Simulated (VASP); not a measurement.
# Er (Fm-3m) in VASP: a series of runs

One crystal, Er, is run at these levels: PBE; tasks: single point.

All numbers are computed with VASP 6.6.1; they aren't measurements. Logs are shortened: lines on timing, memory, paths and dates and some standing lists are left out, and cuts for length are marked.

**1. The crystal as given**

It takes space group Fm-3m (No. 225, cubic). The conventional cell has a = 4.960 Å, b = 4.960 Å, c = 4.960 Å, α = 90.00°, β = 90.00°, γ = 90.00°. Er (site symmetry m-3m) has 12 Er at 3.51 Å as nearest neighbours.

This isn't the form of Er at room conditions, which is hcp.

**2. Single point, PBE, collinear spin, ferromagnetic start**

Input file INCAR:

```
SYSTEM = Er
PREC     = Accurate       ! precision mode
ENCUT    = 900            ! plane-wave cutoff, eV
EDIFF    = 1E-6           ! SCF threshold, eV
ISMEAR   = 0              ! smearing method
SIGMA    = 0.2            ! smearing width, eV
LREAL    = .False.        ! projectors in reciprocal space
LASPH    = .True.         ! aspherical terms in the spheres
NELM     = 100            ! most SCF steps
ALGO     = Normal         ! electronic algorithm
ISIF     = 2              ! what is computed and relaxed
LWAVE    = .False.        ! write WAVECAR
LCHARG   = .False.        ! write CHGCAR
ISPIN    = 2              ! spin polarisation
MAGMOM   = 3              ! initial moments
LORBIT   = 11             ! projections on sites
LMAXMIX  = 6              ! l up to which the mixer works
GGA      = PE             ! functional
ADDGRID  = .False.
```

Input file KPOINTS:

```
Automatic mesh
0
Gamma
  6 6 6
  0 0 0
```

Input file POSCAR:

```
Er
1.0
   -0.0089250000      2.4571370000      2.4791170000
    2.4542050000     -0.0023290000      2.4725200000
    2.4870360000      2.4833720000     -0.0351600000
Er
1
Direct
   -0.0043710000     -0.0077920000     -0.0181410000
```

Potentials or basis: VASP PAW PBE potentials, release 64 (Er_3), 4f in core.

On the command line:

```sh
$ cat potpaw_PBE.64/Er_3/POTCAR > POTCAR
$ mpirun -np 1 vasp_std > vasp.out
```

OUTCAR:

```text
SYSTEM = Er
   PREC = Accurate
   ENCUT = 900
   EDIFF = 1E-6
   ISMEAR = 0
   LREAL = .False.
   LASPH = .True.
   NELM = 100
   ISIF = 2
   ISPIN = 2
   LORBIT = 11
   GGA = PE

 Found    112 irreducible k-points:

 Following reciprocal coordinates:
            Coordinates               Weight
  0.000000  0.000000  0.000000      1.000000
  0.166667  0.000000 -0.000000      2.000000
  0.333333  0.000000 -0.000000      2.000000
  0.500000  0.000000 -0.000000      1.000000
 -0.000000  0.166667 -0.000000      2.000000
  0.166667  0.166667 -0.000000      2.000000
   k-points           NKPTS =    112   k-points in BZ     NKDIM =    112   number of bands    NBANDS=     10
   number of dos      NEDOS =    301   number of ions     NIONS =      1
   total plane-waves  NPLWV =  46656
   dimension x,y,z NGX =    36 NGY =   36 NGZ =   36
   dimension x,y,z NGXF=    72 NGYF=   72 NGZF=   72
   ions per type =               1
   NGX,Y,Z   is equivalent  to a cutoff of  17.15, 17.18, 17.03 a.u.
   NGXF,Y,Z  is equivalent  to a cutoff of  34.29, 34.36, 34.06 a.u.
 SYSTEM =  Er
   PREC   = accura    normal or accurate (medium, high low for compatibility)
   ISTART =      0    job   : 0-new  1-cont  2-samecut
   ICHARG =      2    charge: 1-file 2-atom 10-const
   ISPIN  =      2    spin polarized calculation?
   LNONCOLLINEAR =      F non collinear calculations
   LSORBIT =      F    spin-orbit coupling
   LASPH  =      T    aspherical Exc in radial PAW
   ENCUT  =  900.0 eV  66.15 Ry    8.13 a.u.   8.54  8.52  8.60*2*pi/ulx,y,z
   NELM   =    100;   NELMIN=  2; NELMDL= -5     # of ELM steps
   EDIFF  = 0.1E-05   stopping-criterion for ELM
   LREAL  =      F    real-space projection
   EDIFFG = 0.1E-04   stopping-criterion for IOM
   NSW    =      0    number of steps for IOM
   IBRION =     -1    ionic relax: 0-MD 1-quasi-New 2-CG
   NFREE  =      0    steps in history (QN), initial steepest desc. (CG)
   ISIF   =      2    stress and relaxation
   ISYM   =      2    0-nonsym 1-usesym 2-fastsym
   POTIM  = 0.5000    time-step for ionic-motion
   TEBEG  =    0.0;   TEEND  =   0.0 temperature during run
   PSTRESS=    0.0 pullay stress
   NELECT =       9.0000    total number of electrons
   NUPDOWN=      -1.0000    fix difference up-down
   EMIN   =  10.00;   EMAX   =-10.00  energy-range for DOS
   EFERMI =   0.00;   METHOD = LEGACY
   ISMEAR =     0;   SIGMA  =   0.20  broadening in eV -4-tet -1-fermi 0-gaus
   EFERMI_NEDOS =   21; number of points for ismear=-14 and -15
   IALGO  =     38    algorithm
   IMIX   =      4    mixing-type and parameters
     AMIX     =   0.40;   BMIX     =  1.00
     AMIX_MAG =   1.60;   BMIX_MAG =  1.00
  volume/ion in A,a.u.               =      30.50       205.83
  Fermi-wavevector in a.u.,A,eV,Ry     =   1.089904  2.059619 16.162220  1.187890
  Thomas-Fermi vector in A             =   2.226117
   LORBIT       =     11    0 simple, 1 ext, 2 COOP (PROOUT), +10 PAW based schemes
   GGA     = PE    functional components
   LHFCALC =     F    Hartree Fock is set to
   AEXX    =    0.0000 exact exchange contribution
   IVDW    =     0    specifies the selected vdW correction
   LEPSILON=     F    determine dielectric tensor
   LRPA    =     F    only Hartree local field effects (RPA)
 spin polarized calculation
 Gauss-broadening in eV      SIGMA  =   0.20
  energy-cutoff  :      900.00
  volume of cell :       30.50
 maximum number of plane-waves:      1896
 NGX is ok and might be reduce to    36
   NGX = 17   NGY = 17   NGZ = 17

 number of electron       9.0000000 magnetization      -0.0470895

 number of electron       9.0000000 magnetization       0.0002568

 Free energy of the ion-electron system (eV)
  ---------------------------------------------------
  ext. energy  EPLUGINS =         0.00000000
  ---------------------------------------------------
  free energy    TOTEN  =        -4.49480239 eV

  energy without entropy =       -4.46601040  energy(sigma->0) =       -4.48040639

 E-fermi :   3.0892     XC(G=0):  -9.8750

 val. band max:        3.0786638897   @ k =  -0.1667  -0.1667   0.3333
 cond. band min:       3.1063818209   @ k =   0.5000   0.0000   0.1667
 fundamental gap:      0.0277179312
 Fermi energy:         3.0892315912

 spin component 1

 k-point     1 :       0.0000    0.0000    0.0000
  band No.  band energies     occupation
      1     -21.3144      1.00000
      2     -21.3026      1.00000
      3     -21.2995      1.00000
      4      -2.4832      1.00000
      5       4.9222      0.00000
      6       5.1615      0.00000
      7       5.1879      0.00000
      8       7.3857      0.00000
      9       7.4994      0.00000
     10      12.6416      0.00000

 k-point     2 :       0.1667    0.0000   -0.0000
  band No.  band energies     occupation
      1     -21.4625      1.00000
      2     -21.3309      1.00000
      3     -21.3220      1.00000
      4      -1.7413      1.00000
      5       4.3767      0.00000
      6       5.2428      0.00000
      7       5.4838      0.00000
      8       7.1386      0.00000
      9       7.2028      0.00000
     10      13.5968      0.00000

 k-point     3 :       0.3333    0.0000   -0.0000
  band No.  band energies     occupation
      1     -21.7645      1.00000
      2     -21.3685      1.00000
      3     -21.3648      1.00000
      4      -0.1079      1.00000
      5       3.6160      0.00010
      6       5.0462      0.00000
      7       5.2778      0.00000
      8       7.9865      0.00000
      9       8.1256      0.00000
     10      11.8878      0.00000

 k-point     4 :       0.5000    0.0000   -0.0000
  band No.  band energies     occupation
      1     -21.9089      1.00000
      2     -21.3897      1.00000
      3     -21.3834      1.00000
      4       0.6717      1.00000
      5       3.7768      0.00000
      6       4.7679      0.00000
      7       4.9981      0.00000
      8       9.0649      0.00000
      9       9.3086      0.00000
     10      11.3712      0.00000

 k-point     5 :      -0.0000    0.1667   -0.0000
  band No.  band energies     occupation
      1     -21.4620      1.00000
      2     -21.3326      1.00000
      3     -21.3239      1.00000
      4      -1.7351      1.00000
      5       4.4060      0.00000
      6       5.2294      0.00000
      7       5.4781      0.00000
      8       7.1135      0.00000
      9       7.1904      0.00000
     10      13.5917      0.00000

 k-point     6 :       0.1667    0.1667   -0.0000
  band No.  band energies     occupation
      1     -21.4571      1.00000
      2     -21.3632      1.00000
      3     -21.3548      1.00000
      4      -1.5083      1.00000
      5       4.0136      0.00000
      6       5.6486      0.00000
      7       5.7677      0.00000
      8       5.9940      0.00000
      9       7.8606      0.00000
     10      14.7856      0.00000

 [... further k-points ...]

 spin component 2

 k-point     1 :       0.0000    0.0000    0.0000
  band No.  band energies     occupation
      1     -21.3143      1.00000
      2     -21.3025      1.00000
      3     -21.2994      1.00000
      4      -2.4830      1.00000
      5       4.9222      0.00000
      6       5.1614      0.00000
      7       5.1879      0.00000
      8       7.3857      0.00000
      9       7.4994      0.00000
     10      12.6420      0.00000

 k-point     2 :       0.1667    0.0000   -0.0000
  band No.  band energies     occupation
      1     -21.4624      1.00000
      2     -21.3308      1.00000
      3     -21.3219      1.00000
      4      -1.7411      1.00000
      5       4.3767      0.00000
      6       5.2427      0.00000
      7       5.4838      0.00000
      8       7.1386      0.00000
      9       7.2028      0.00000
     10      13.5973      0.00000

 k-point     3 :       0.3333    0.0000   -0.0000
  band No.  band energies     occupation
      1     -21.7644      1.00000
      2     -21.3684      1.00000
      3     -21.3647      1.00000
      4      -0.1077      1.00000
      5       3.6162      0.00010
      6       5.0462      0.00000
      7       5.2779      0.00000
      8       7.9866      0.00000
      9       8.1256      0.00000
     10      11.8883      0.00000

 k-point     4 :       0.5000    0.0000   -0.0000
  band No.  band energies     occupation
      1     -21.9088      1.00000
      2     -21.3896      1.00000
      3     -21.3833      1.00000
      4       0.6718      1.00000
      5       3.7772      0.00000
      6       4.7678      0.00000
      7       4.9982      0.00000
      8       9.0650      0.00000
      9       9.3087      0.00000
     10      11.3712      0.00000

 k-point     5 :      -0.0000    0.1667   -0.0000
  band No.  band energies     occupation
      1     -21.4619      1.00000
      2     -21.3325      1.00000
      3     -21.3238      1.00000
      4      -1.7349      1.00000
      5       4.4060      0.00000
      6       5.2293      0.00000
      7       5.4782      0.00000
      8       7.1135      0.00000
      9       7.1904      0.00000
     10      13.5924      0.00000

 k-point     6 :       0.1667    0.1667   -0.0000
  band No.  band energies     occupation
      1     -21.4570      1.00000
      2     -21.3631      1.00000
      3     -21.3547      1.00000
      4      -1.5081      1.00000
      5       4.0136      0.00000
      6       5.6486      0.00000
      7       5.7676      0.00000
      8       5.9941      0.00000
      9       7.8606      0.00000
     10      14.7842      0.00000

 [... further k-points ...]

------------------------ aborting loop because EDIFF is reached ----------------------------------------

  FORCE on cell =-STRESS in cart. coord.  units (eV):
  Direction    XX          YY          ZZ          XY          YZ          ZX
  --------------------------------------------------------------------------------------
  -------------------------------------------------------------------------------------
  Total        0.0317049      0.0396075     -0.0170763     -0.0621536      0.0694926      0.1015716
  in kB        1.6654623      2.0805847     -0.8970167     -3.2649310      3.6504507      5.3355622
  external PRESSURE =       0.9496768 kB  Pullay stress =       0.0000000 kB

 VOLUME and BASIS-vectors are now :
 -----------------------------------------------------------------------------
  energy-cutoff  :      900.00
  volume of cell :       30.50
      direct lattice vectors                 reciprocal lattice vectors
    -0.008925000  2.457137000  2.479117000    -0.201313527  0.204442392  0.200014888
     2.454205000 -0.002329000  2.472520000     0.204685885 -0.202140878  0.201085569
     2.487036000  2.483372000 -0.035160000     0.199378760  0.200206110 -0.197713292

 POSITION                                       TOTAL-FORCE (eV/Angst)
 -----------------------------------------------------------------------------------
      4.86811      4.88241      4.88701         0.000000      0.000000     -0.000000
 -----------------------------------------------------------------------------------
    total drift:                                0.000000     -0.000000     -0.000000

  FREE ENERGIE OF THE ION-ELECTRON SYSTEM (eV)
  ---------------------------------------------------
  free  energy   TOTEN  =        -4.4948023918 eV

  energy  without entropy=       -4.4660103978  energy(sigma->0) =       -4.48040639

 total charge

# of ion       s       p       d       tot
------------------------------------------
    1        0.517   6.504   1.101   8.121

 magnetization (x)

# of ion       s       p       d       tot
------------------------------------------
    1       -0.000   0.000  -0.000   0.000
```

Wall time 60 s (1 thread of Intel Xeon 6975P-C (Granite Rapids), shared host); peak memory 0.33 GiB.

The run converged, but some of its settings lie outside the range that counts as converged, so its numbers aren't taken as properties of the crystal.

Results:

| Property | Result |
| --- | --- |
| Free energy | -4.4948 eV |
| Pressure | 0.1 GPa |
| Band gap on the k mesh | none (metal or under the smearing width) |
| Net moment | 0.00 μB per cell |
| Valence electrons inside the program's atomic spheres | Er 8.12 |

Caveat: the k mesh is coarse (spacing up to 0.37 Å⁻¹), so the values aren't converged; the magnetic or orbital state may not be the lowest; spin-orbit coupling is left out, which moves the levels of the heavy elements; the 4f electrons are frozen in the core as for a trivalent ion, so they carry no moment and show no levels.

**3. Single point, PBE, collinear spin, ferromagnetic start**

INCAR, as its differences from that of step 2:

```diff
@@ -2,3 +2,3 @@
 PREC     = Accurate       ! precision mode
-ENCUT    = 900            ! plane-wave cutoff, eV
+ENCUT    = 350            ! plane-wave cutoff, eV
 EDIFF    = 1E-6           ! SCF threshold, eV
```

Input file KPOINTS:

```
Automatic mesh
0
Gamma
  10 10 10
  0 0 0
```

Input file POSCAR:

```
Er
1.0
    0.0000000000      2.4798434248      2.4798434248
    2.4798434248      0.0000000000      2.4798434248
    2.4798434248      2.4798434248      0.0000000000
Er
1
Direct
    0.0000000000      0.0000000000      0.0000000000
```

Potentials or basis: VASP PAW PBE potentials, release 64 (Er_3), 4f in core.

On the command line:

```sh
$ cat potpaw_PBE.64/Er_3/POTCAR > POTCAR
$ mpirun -np 1 vasp_std > vasp.out
```

Wall time 11 s (1 thread of Intel Xeon 6975P-C (Granite Rapids), shared host); peak memory 0.15 GiB.

These settings aren't checked as converged: the numbers below hold their error.

Results:

```yaml
Free_energy: -4.4836 eV
Pressure: 0.0 GPa
Band_gap_on_the_k_mesh: none (metal or under the smearing width)
Net_moment: 0.00 μB per cell
Valence_electrons_inside_the_program's_atomic_spheres: Er 8.12
```

Caveat: the magnetic or orbital state may not be the lowest; spin-orbit coupling is left out, which moves the levels of the heavy elements; the 4f electrons are frozen in the core as for a trivalent ion, so they carry no moment and show no levels.

(Part 1 of 2 ends here.)
